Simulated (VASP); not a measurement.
# AgCl (Fm-3m) in VASP: band structure with PBE

Aim: the band structure of AgCl with PBE.

Program: VASP 6.6.1. These are calculated values, not measurements. Logs are shortened: lines on timing, memory, paths and dates and some standing lists are left out, and cuts for length are marked.

### 1 Starting point

It takes space group Fm-3m (No. 225, cubic). Conventional cell: a = 5.612 Å, b = 5.612 Å, c = 5.612 Å, α = 90.00°, β = 90.00°, γ = 90.00°. Ag (site symmetry m-3m) has 6 Cl at 2.81 Å as nearest neighbours. Cl (site symmetry m-3m) is surrounded by 6 Ag at 2.81 Å.

### 2 Band structure, PBE

Contents of INCAR:

```
ALGO = Normal
EDIFF = 1E-7
ENCUT = 520
GGA = PE
ISIF = 2
ISMEAR = 0
LASPH = True
LCHARG = False
LMAXMIX = 4
LREAL = False
LWAVE = False
NELM = 80
PREC = Accurate
SIGMA = 0.02
```

Contents of KPOINTS:

```
k-points
0
Gamma
  4 4 4
```

Contents of POSCAR:

```
AgCl                                    
1.0
    0.0000000000      2.8061701828      2.8061701828
    2.8061701828      0.0000000000      2.8061701828
    2.8061701828      2.8061701828      0.0000000000
  Ag              Cl            
     1     1
Direct
     0.0000000000000000    0.0000000000000000    0.0000000000000000
     0.5000000000000000    0.5000000000000000    0.5000000000000000
```

Contents of KPOINTS_OPT:

```
path GXWKGLUWLK,UX
10
line-mode
reciprocal
 0.0000000000  0.0000000000  0.0000000000  G
 0.5000000000  0.0000000000  0.5000000000  X

 0.5000000000  0.0000000000  0.5000000000  X
 0.5000000000  0.2500000000  0.7500000000  W

 0.5000000000  0.2500000000  0.7500000000  W
 0.3750000000  0.3750000000  0.7500000000  K

 0.3750000000  0.3750000000  0.7500000000  K
 0.0000000000  0.0000000000  0.0000000000  G

 0.0000000000  0.0000000000  0.0000000000  G
 0.5000000000  0.5000000000  0.5000000000  L

 0.5000000000  0.5000000000  0.5000000000  L
 0.6250000000  0.2500000000  0.6250000000  U

 0.6250000000  0.2500000000  0.6250000000  U
 0.5000000000  0.2500000000  0.7500000000  W

 0.5000000000  0.2500000000  0.7500000000  W
 0.5000000000  0.5000000000  0.5000000000  L

 0.5000000000  0.5000000000  0.5000000000  L
 0.3750000000  0.3750000000  0.7500000000  K

 0.6250000000  0.2500000000  0.6250000000  U
 0.5000000000  0.0000000000  0.5000000000  X
```

Potentials or basis: VASP PAW PBE potentials, release 64 (Ag, Cl).

Run with:

```console
cat potpaw_PBE.64/Ag/POTCAR potpaw_PBE.64/Cl/POTCAR > POTCAR
mpirun -np 1 vasp_std > vasp.out
```

OUTCAR:

```text
EDIFF = 1E-7
   ENCUT = 520
   GGA = PE
   ISIF = 2
   ISMEAR = 0
   LASPH = True
   LREAL = False
   NELM = 80
   PREC = Accurate

 ion  position               nearest neighbor table
   1  0.000  0.000  0.000-   2 2.81   2 2.81   2 2.81   2 2.81   2 2.81   2 2.81
   2  0.500  0.500  0.500-   1 2.81   1 2.81   1 2.81   1 2.81   1 2.81   1 2.81

  LATTYP: Found a face centered cubic cell.
 ALAT       =     5.6123403656

  Lattice vectors:

 A1 = (   0.0000000000,   2.8061701828,   2.8061701828)
 A2 = (   2.8061701828,   0.0000000000,   2.8061701828)
 A3 = (   2.8061701828,   2.8061701828,   0.0000000000)

Analysis of symmetry for initial positions (statically):
=====================================================================
 Subroutine PRICEL returns:
 Original cell was already a primitive cell.

 Routine SETGRP: Setting up the symmetry group for a
 face centered cubic supercell.

 Subroutine GETGRP returns: Found 48 space group operations
 (whereof 48 operations were pure point group operations)
 out of a pool of 48 trial point group operations.

The static configuration has the point symmetry O_h .

Analysis of symmetry for dynamics (positions and initial velocities):
=====================================================================
 Subroutine PRICEL returns:
 Original cell was already a primitive cell.

 Routine SETGRP: Setting up the symmetry group for a
 face centered cubic supercell.

 Subroutine GETGRP returns: Found 48 space group operations
 (whereof 48 operations were pure point group operations)
 out of a pool of 48 trial point group operations.

The dynamic configuration has the point symmetry O_h .

 Subroutine INISYM returns: Found 48 space group operations
 (whereof 48 operations are pure point group operations),
 and found     1 'primitive' translations

----------------------------------------------------------------------------------------

                                     Primitive cell

  volume of cell :      44.1949

  direct lattice vectors                    reciprocal lattice vectors
     0.000000000  2.806170183  2.806170183    -0.178178787  0.178178787  0.178178787
     2.806170183  0.000000000  2.806170183     0.178178787 -0.178178787  0.178178787
     2.806170183  2.806170183  0.000000000     0.178178787  0.178178787 -0.178178787

  length of vectors
     3.968523931  3.968523931  3.968523931     0.308614712  0.308614712  0.308614712

  position of ions in fractional coordinates (direct lattice)
[... 73 lines left out ...]
   NELECT =      18.0000    total number of electrons
   NUPDOWN=      -1.0000    fix difference up-down
   EMIN   =  10.00;   EMAX   =-10.00  energy-range for DOS
   EFERMI =   0.00;   METHOD = LEGACY
   ISMEAR =     0;   SIGMA  =   0.02  broadening in eV -4-tet -1-fermi 0-gaus
   EFERMI_NEDOS =   21; number of points for ismear=-14 and -15
   IALGO  =     38    algorithm
   IMIX   =      4    mixing-type and parameters
     AMIX     =   0.40;   BMIX     =  1.00
     AMIX_MAG =   1.60;   BMIX_MAG =  1.00
  volume/ion in A,a.u.               =      22.10       149.12
  Fermi-wavevector in a.u.,A,eV,Ry     =   1.213505  2.293192 20.035871  1.472595
  Thomas-Fermi vector in A             =   2.348955
   LORBIT       =      0    0 simple, 1 ext, 2 COOP (PROOUT), +10 PAW based schemes
   GGA     = PE    functional components
   LHFCALC =     F    Hartree Fock is set to
   AEXX    =    0.0000 exact exchange contribution
   IVDW    =     0    specifies the selected vdW correction
   LEPSILON=     F    determine dielectric tensor
   LRPA    =     F    only Hartree local field effects (RPA)
 non-spin polarized calculation
 Gauss-broadening in eV      SIGMA  =   0.02
  energy-cutoff  :      520.00
  volume of cell :       44.19
 maximum number of plane-waves:      1243
 NGX is ok and might be reduce to    30
   NGX = 15   NGY = 15   NGZ = 15

 number of electron      17.9999995 magnetization

 Free energy of the ion-electron system (eV)
  ---------------------------------------------------
  ext. energy  EPLUGINS =         0.00000000
  ---------------------------------------------------
  free energy    TOTEN  =        -5.39032233 eV

  energy without entropy =       -5.39032233  energy(sigma->0) =       -5.39032233

 E-fermi :   3.5280     XC(G=0):  -9.7769

 val. band max:        3.3821351703   @ k =   0.5000   0.0000   0.0000
 cond. band min:       4.2990873239   @ k =   0.0000   0.0000   0.0000
 fundamental gap:      0.9169521536
 Fermi energy:         3.5280350072

 k-point     1 :       0.0000    0.0000    0.0000
  band No.  band energies     occupation
      1     -11.5278      2.00000
      2       1.0746      2.00000
      3       1.0746      2.00000
      4       1.0746      2.00000
      5       1.1144      2.00000
      6       1.1144      2.00000
      7       1.2088      2.00000
      8       1.2088      2.00000
      9       1.2088      2.00000
     10       4.2991      0.00000
     11      14.2487      0.00000
     12      14.2487      0.00000
     13      14.2487      0.00000
[... 98 lines left out ...]
  band No.  band energies     occupation
      1     -11.0828      2.00000
      2      -0.5834      2.00000
      3      -0.3652      2.00000
      4      -0.3652      2.00000
      5       1.4970      2.00000
      6       1.4970      2.00000
      7       1.5086      2.00000
      8       1.5194      2.00000
      9       2.2805      2.00000
     10       7.5316      0.00000
     11      11.2661      0.00000
     12      11.2661      0.00000
     13      11.3739      0.00000

------------------------ aborting loop because EDIFF is reached ----------------------------------------

  FORCE on cell =-STRESS in cart. coord.  units (eV):
  Direction    XX          YY          ZZ          XY          YZ          ZX
  --------------------------------------------------------------------------------------
  -------------------------------------------------------------------------------------
  Total       -0.0022941     -0.0022941     -0.0022941     -0.0000000     -0.0000000      0.0000000
  in kB       -0.0831679     -0.0831679     -0.0831679     -0.0000000     -0.0000000      0.0000000
  external PRESSURE =      -0.0831679 kB  Pullay stress =       0.0000000 kB

 VOLUME and BASIS-vectors are now :
 -----------------------------------------------------------------------------
  energy-cutoff  :      520.00
  volume of cell :       44.19
      direct lattice vectors                 reciprocal lattice vectors
     0.000000000  2.806170183  2.806170183    -0.178178787  0.178178787  0.178178787
     2.806170183  0.000000000  2.806170183     0.178178787 -0.178178787  0.178178787
     2.806170183  2.806170183  0.000000000     0.178178787  0.178178787 -0.178178787

 POSITION                                       TOTAL-FORCE (eV/Angst)
 -----------------------------------------------------------------------------------
      0.00000      0.00000      0.00000        -0.000000      0.000000      0.000000
      2.80617      2.80617      2.80617         0.000000     -0.000000     -0.000000
 -----------------------------------------------------------------------------------
    total drift:                               -0.000000      0.000000      0.000000

  FREE ENERGIE OF THE ION-ELECTRON SYSTEM (eV)
  ---------------------------------------------------
  free  energy   TOTEN  =        -5.3903223336 eV

  energy  without entropy=       -5.3903223336  energy(sigma->0) =       -5.39032233
```

OSZICAR:

```text
N       E                     dE             d eps       ncg     rms          rms(c)
DAV:   1     0.978137543442E+02    0.97814E+02   -0.87904E+03   216   0.125E+03
DAV:   2    -0.170625719120E+01   -0.99520E+02   -0.93153E+02   253   0.252E+02
DAV:   3    -0.555418798309E+01   -0.38479E+01   -0.38303E+01   253   0.535E+01
DAV:   4    -0.558387033363E+01   -0.29682E-01   -0.29680E-01   228   0.520E+00
DAV:   5    -0.558430397399E+01   -0.43364E-03   -0.43364E-03   238   0.634E-01    0.574E+00
DAV:   6    -0.539516814486E+01    0.18914E+00   -0.34288E-01   231   0.779E+00    0.381E+00
DAV:   7    -0.539075938507E+01    0.44088E-02   -0.10237E-01   208   0.255E+00    0.192E+00
DAV:   8    -0.539017913122E+01    0.58025E-03   -0.58325E-03   213   0.937E-01    0.289E-01
DAV:   9    -0.539023920849E+01   -0.60077E-04   -0.70272E-04   233   0.392E-01    0.464E-02
DAV:  10    -0.539031502266E+01   -0.75814E-04   -0.12371E-04   208   0.109E-01    0.295E-02
[... 96 further cycles ...]
DAV:   7    -0.634316780738E+02   -0.16554E-05      233
DAV:   8    -0.634316781068E+02   -0.33002E-07      212
       N       E                     dE             ncg
DAV:   1     0.298639341218E+04   -0.22945E+04      112
DAV:   2     0.261178685027E+04   -0.37461E+03      114
DAV:   3     0.259799219812E+04   -0.13795E+02      124
DAV:   4     0.259788924742E+04   -0.10295E+00      119
DAV:   5     0.259788779078E+04   -0.14566E-02      134
DAV:   6     0.259788776363E+04   -0.27142E-04      124
DAV:   7     0.259788776306E+04   -0.57358E-06      134
DAV:   8     0.259788776305E+04   -0.10841E-07       97
```

stdout:

```text
POSCAR found type information on POSCAR AgCl
 POSCAR found :  2 types and       2 ions
 scaLAPACK will be used
 LDA part: xc-table for (Slater+PW92), standard interpolation
 POSCAR, INCAR and KPOINTS ok, starting setup
 FFT: planning ... GRIDC
 FFT: planning ... GRID_SOFT
 FFT: planning ... GRID
 WAVECAR not read
 entering main loop
 Start KPOINTS_OPT (optional k-point list driver)
k-point batch [1-8\100]
k-point batch [9-16\100]
k-point batch [17-24\100]
k-point batch [25-32\100]
k-point batch [33-40\100]
k-point batch [41-48\100]
k-point batch [49-56\100]
k-point batch [57-64\100]
k-point batch [65-72\100]
k-point batch [73-80\100]
k-point batch [81-88\100]
k-point batch [89-96\100]
k-point batch [97-100\100]
```

Run time: 28 s. Hardware: 1 thread of AMD EPYC 7R13 (Zen 3), shared host; peak memory 0.13 GiB.

Results:

```
Free energy             : -5.3903 eV
Pressure                : 0.0 GPa
Band gap on the k mesh  : 0.92 eV, indirect (least direct gap 3.09 eV)
Band gap along the path : 0.92 eV, indirect (least direct gap 2.88 eV)
```

Levels at the corners of the path, in eV from the valence-band top:
```csv
point,band 7,band 8,band 9,band 10,band 11,band 12
Γ,-2.17,-2.17,-2.17,0.92,10.87,10.87
X,-1.86,-1.86,-1.80,2.43,8.07,8.52
X,-1.86,-1.86,-1.80,2.43,8.07,8.52
W,-1.87,-1.86,-1.10,4.15,7.88,7.88
W,-1.87,-1.86,-1.10,4.15,7.88,7.88
K,-1.75,-1.57,-0.98,3.62,7.26,8.08
K,-1.75,-1.57,-0.98,3.62,7.26,8.08
Γ,-2.17,-2.17,-2.17,0.92,10.87,10.87
Γ,-2.17,-2.17,-2.17,0.92,10.87,10.87
L,-1.68,0.00,0.00,4.34,6.34,7.73
L,-1.68,0.00,0.00,4.34,6.34,7.73
U,-1.75,-1.57,-0.98,3.62,7.26,8.08
U,-1.75,-1.57,-0.98,3.62,7.26,8.08
W,-1.87,-1.86,-1.10,4.15,7.88,7.88
W,-1.87,-1.86,-1.10,4.15,7.88,7.88
L,-1.68,0.00,0.00,4.34,6.34,7.73
L,-1.68,0.00,0.00,4.34,6.34,7.73
K,-1.75,-1.57,-0.98,3.62,7.26,8.08
U,-1.75,-1.57,-0.98,3.62,7.26,8.08
X,-1.86,-1.86,-1.80,2.43,8.07,8.52
```

Caveat: the k mesh is coarse (spacing up to 0.48 Å⁻¹), so the values aren't converged. As with any semilocal functional, this PBE gap is likely too small.
